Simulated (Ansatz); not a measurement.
# B: the cost of one run

Method: DFT PBE, scalar-relativistic, plane waves, PAW, in Ansatz 0.2.0.

### 1 The starting structure

It takes space group Cmce (No. 64, orthorhombic). The conventional cell has a = 4.037 Å, b = 2.668 Å, c = 5.442 Å, α = 90.00°, β = 90.00°, γ = 90.00°. Around B (site symmetry m) lie 1 B at 1.50 Å.

As a file:

```cif
data_structure
_symmetry_space_group_name_H-M 'Cmce'
_symmetry_Int_Tables_number 64
_cell_length_a 4.0367
_cell_length_b 2.6679
_cell_length_c 5.4415
_cell_angle_alpha 90.000
_cell_angle_beta 90.000
_cell_angle_gamma 90.000
_cell_volume 58.60
loop_
_atom_site_label
_atom_site_type_symbol
_atom_site_symmetry_multiplicity
_atom_site_Wyckoff_symbol
_atom_site_fract_x
_atom_site_fract_y
_atom_site_fract_z
_atom_site_occupancy
B1 B 8 f 0.50000 0.65000 0.11700 1
```

(A quick probe on a coarse mesh, which set the mesh and smearing, is not shown.)

### 3 A loose first relaxation

input.yaml reads:

```yaml
crystal:
  lattice:
    - [2.018325073, -1.3339584735, 0.0]
    - [2.018325073, 1.3339584735, 0.0]
    - [0.0, 0.0, 5.4415490596]
  atoms:
    - { symbol: B, position: [0.85, 0.15, 0.117] }
    - { symbol: B, position: [0.65, 0.35, 0.617] }
    - { symbol: B, position: [0.15, 0.85, 0.883] }
    - { symbol: B, position: [0.35, 0.65, 0.383] }
basis:
  ecutwfc: 420
kpoints:
  mp_grid: { grid: [8, 8, 4] }
hamiltonian:
  xc: pbe
scf:
  occupations: { method: gaussian, width: 0.1 }
  lower_state_search: "off"
output:
  forces: true
  stress: true
  eigenvalues: true
relax:
  adjacent_minimum: "off"
  f_tol: 0.04
  max_steps: 70
  cell: { stress_tol: 0.4 }
```

**Question.** How long does this run take on 1 thread of an x86-64 CPU, shared host, and how much memory does it need?

About 23 s, with a peak of 0.41 GiB.
